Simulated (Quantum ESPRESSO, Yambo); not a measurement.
Planning a run of Yambo 5.3.0 on P (puckered monolayer). The input:

```
optics
bss
bse
em1s
dipoles
rim_cut
rim_w
RandQpts= 3000000
RandGvec= 100 RL
CUTGeo= "slab z"
RandGvecW= 9 RL
Chimod= "HARTREE"
BSKmod= "SEX"
BSEmod= "resonant"
BSSmod= "d"
BSENGexx= 30 Ry
BSENGBlk= 4 Ry
% BSEQptR
 1 | 1 |
%
% BSEBands
 9 | 12 |
%
% BEnRange
 0 | 4 | eV
%
% BDmRange
 0.05 | 0.05 | eV
%
BEnSteps= 81
% BLongDir
 1 | 0 | 0 |
%
% BndsRnXs
 1 | 34 |
%
NGsBlkXs= 4 Ry
% LongDrXs
 1 | 1 | 0 |
%
% KfnQP_E
 0.925 | 1.0 | 1.0 |
%
WRbsWF
FFTGvecs= 30 Ry
```

```sh
OMP_NUM_THREADS=2 mpirun -n 4 yambo -F bse4.in -J bse4 -C bse4 > bse4.log
```

The stored states that it reads are on a 6×6×1 mesh. The cell holds 4 atoms: 4 P. Cell: a = 4.535 Å, b = 3.238 Å, c = 14.000 Å, α = 90.0°, β = 90.0°, γ = 90.0°. It derives from  (P_puck-mono). Vacuum lies along c.

How long will it take on 4 MPI ranks of Arm Neoverse V2, shared host, and how much memory?

It took 58 s; on shared hardware allow 29 s to 1.9 min. Peak host memory was 2.1 GiB.

The matrix is small, so building the kernel's matrix elements and any screening outweighs its diagonalisation.

[Paths, hosts, dates, memory and timing lines, banners, echoed tables and standing remarks are left out of the program output.]

[Logs are printed without paths, hosts, clocks, repeated set-up lines and the standing remarks that a program may print on its own settings, such as how far it seeks lower states.]

[Runs of the session that timed out or met a known fault of the program may be left out.]

[Hosts, paths, dates, database ids (printed as entryN), source tags and the programs' standing remarks are cut or masked in the printed files.]
